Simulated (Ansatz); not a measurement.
# B, diamond: how the functional moves the structure

All rows: Ansatz, plane waves with scalar-relativistic PAW, 420 eV (500 eV for the SCAN forms), relaxed under each functional, no dispersion correction, no zero-point motion. B₀ comes from uniform scaling at fixed shape; a dash is a value not given.

```
functional  V (Å³/atom)         cell  B₀ (GPa)     magnetic state  ΔE to alpha-rhombohedral (B12) (meV/atom)
       PBE         8.32  a = 4.052 Å       177  spin not included                                        947
    r²SCAN         8.33  a = 4.054 Å       180  spin not included                                        996
    PBEsol         8.20  a = 4.033 Å       183  spin not included                                        975
       LDA         8.02  a = 4.003 Å       191  spin not included                                       1007
    revPBE         8.44  a = 4.072 Å       172  spin not included                                        930
      RPBE         8.47  a = 4.077 Å       170  spin not included                                        926
      BLYP         8.54  a = 4.088 Å       164  spin not included                                        849
```

LDA gives the smallest volume and BLYP the largest.
